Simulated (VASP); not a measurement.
Set up this calculation in VASP 6.6.1, as the native input.

* Task: electrostatic potential
* Functional: HSE06
* Potentials or basis: VASP PAW PBE potentials, release 64 (Na_pv, F)
* Cutoff: 520 eV
* k mesh: 8 × 8 × 8
* Occupations: gaussian, width 0.02 eV
* Spin: no spin polarisation
* Grid for exact exchange (PRECFOCK): Fast
* Screening parameter: 0.2 1/A
* Further INCAR settings: ALGO = Normal; EDIFF = 1e-06

The system is NaF.

```
CELL_PARAMETERS angstrom
0.00000 2.27431 2.27431
2.27431 0.00000 2.27431
2.27431 2.27431 0.00000
ATOMIC_POSITIONS crystal
Na 0.00000 0.00000 0.00000
F 0.50000 0.50000 0.50000
```

The cell was built by a generator and needn't be a form met in nature.

These files were run (other wordings do the same):

POSCAR

```
NaF                                     
1.0
    0.0000000000      2.2743056719      2.2743056719
    2.2743056719      0.0000000000      2.2743056719
    2.2743056719      2.2743056719     -0.0000000000
  Na              F             
     1     1
Direct
     0.0000000000000000    0.0000000000000000    0.0000000000000000
     0.5000000000000000    0.5000000000000000    0.5000000000000000
```

INCAR.step1

```
PREC = Accurate
ENCUT = 520
EDIFF = 1E-5
ISMEAR = 0
SIGMA = 0.02
LREAL = False
LASPH = True
NELM = 80
ALGO = Normal
ISIF = 2
LWAVE = True
GGA = PE
KPAR = 4
```

INCAR.step2

```
PREC = Accurate
ENCUT = 520
EDIFF = 1E-6
ISMEAR = 0
SIGMA = 0.02
LREAL = False
LASPH = True
NELM = 80
ALGO = Normal
ISIF = 2
LWAVE = False
LCHARG = True
GGA = PE
LHFCALC = True
HFSCREEN = 0.2
PRECFOCK = Fast
LVHAR = True
ISTART = 1
KPAR = 4
```

KPOINTS

```
regular mesh
0
Gamma
  8 8 8
```

Potentials or basis: VASP PAW PBE potentials, release 64 (Na_pv, F).

Command:

```console
$ cat potpaw_PBE.64/Na_pv/POTCAR potpaw_PBE.64/F/POTCAR > POTCAR
$ cp INCAR.step1 INCAR
$ mpirun -np 4 vasp_std > vasp.out
$ cp INCAR.step2 INCAR
$ mpirun -np 4 vasp_std > vasp.out
```

Results of the run:

```
Pressure               : 3.5 GPa
Band gap on the k mesh : 8.82 eV, direct
```

Caveat: the PAW data sets were made with another functional, which shifts forces and pressure a little.

It took 4.5 min on 4 MPI ranks on Intel(R) Xeon(R) Platinum 8175M CPU @ 2.50GHz (Skylake/Cascade Lake), on a shared host, peak memory 0.24 GiB a rank.
